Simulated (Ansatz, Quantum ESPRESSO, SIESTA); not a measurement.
## One calculation of SiC, 3 ways

```xyz
12
Lattice="3.0950 0.0000 0.0000 -1.5475 2.6803 0.0000 0.0000 0.0000 15.1700" Properties=species:S:1:pos:R:3 pbc="T T T"
Si    1.5475    0.8934    6.9524
Si    0.0000    1.7869   14.5374
Si    1.5475    0.8934   12.0101
Si    0.0000    1.7869    4.4251
Si    0.0000    0.0000    9.4812
Si    0.0000    0.0000    1.8962
C     1.5475    0.8934    5.0562
C     0.0000    1.7869   12.6412
C     1.5475    0.8934   10.1138
C     0.0000    1.7869    2.5288
C     0.0000    0.0000    7.5850
C     0.0000    0.0000    0.0000
```

Alike in all runs: task band structure; functional LDA; k mesh 10 × 10 × 2; occupations fermi-dirac, width 0.05 eV; no spin polarisation; no spin-orbit coupling. LDA stands for any of its common fits. Pressure is positive in compression and, in plane waves, holds the error of the finite cutoff, which Ansatz's Pulay term estimates and takes out. Gaps are the smaller of the mesh's and the band path's.

```json
{"program and potentials": "Quantum ESPRESSO, GBRV 1.5 LDA", "plane-wave cutoff (eV)": "612", "notes": "-", "band gap (eV)": "1.98", "pressure (GPa)": "-7.38", "largest force (eV/Å)": "0.144"}
{"program and potentials": "SIESTA, files PseudoDojo sr-lda-0.4.1-standard, DZP (energy shift 0.003 Ry)", "plane-wave cutoff (eV)": "-", "notes": "atomic basis", "band gap (eV)": "1.97", "pressure (GPa)": "-5.00", "largest force (eV/Å)": "0.142"}
{"program and potentials": "Ansatz, JTH PAW LDA", "plane-wave cutoff (eV)": "780", "notes": "Pulay term of +0.07 GPa included", "band gap (eV)": "1.97", "pressure (GPa)": "-7.56", "largest force (eV/Å)": "0.145"}
```

Force on atom 11 (C), eV/Å:

```csv
program and potentials,x,y,z
"Quantum ESPRESSO, GBRV 1.5 LDA",0.000,0.000,-0.144
"SIESTA, files PseudoDojo sr-lda-0.4.1-standard, DZP (energy shift 0.003 Ry)",0.000,0.000,-0.142
"Ansatz, JTH PAW LDA",0.000,0.000,-0.145
```

The band gap spans 1.97 (SIESTA, files PseudoDojo sr-lda-0.4.1-standard, DZP (energy shift 0.003 Ry)) to 1.98 eV (Quantum ESPRESSO, GBRV 1.5 LDA). The pressure spans -7.56 (Ansatz, JTH PAW LDA) to -5.00 GPa (SIESTA, files PseudoDojo sr-lda-0.4.1-standard, DZP (energy shift 0.003 Ry)). The paths' points differ, which is worth about 0.01 eV. Rows in atomic bases carry the error of their basis and grid, which can be large.

The functional is the same throughout but for its coding, so the spread measures potentials, basis and numerics; runs on potential files found faulty are left out.
